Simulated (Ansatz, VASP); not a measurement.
One calculation of TiAl, two programs

```
Ti Al
1.0
     2.86726    0.00000    0.00000
    -1.43363    2.48312    0.00000
     0.00000    0.00000    4.67808
Ti Al
1 1
Direct
  0.00000 0.00000 0.00000
  0.33333 0.66667 0.50000
```

The cell comes from a database or a generator and needn't be the stable form of this composition.

Alike in both runs: task single point; functional LDA; k mesh 11 × 11 × 6; occupations fermi-dirac, width 0.05 eV; no spin polarisation.

|  | VASP | Ansatz |
| --- | --- | --- |
| version | VASP 6.6.1 | Ansatz 0.2.0 |
| potentials or method | VASP PAW LDA potentials, release 64 (Ti_sv, Al) | plane waves, PAW |
| plane-wave cutoff (eV) | 520 | 420 |
| valence electrons in the cell | 15 | 15 |

```tsv
	VASP	Ansatz	Ansatz less VASP
pressure (GPa)	-6.0	-6.1	-0.10
largest component of the traceless stress (GPa)	0.82	0.88	+0.063
```
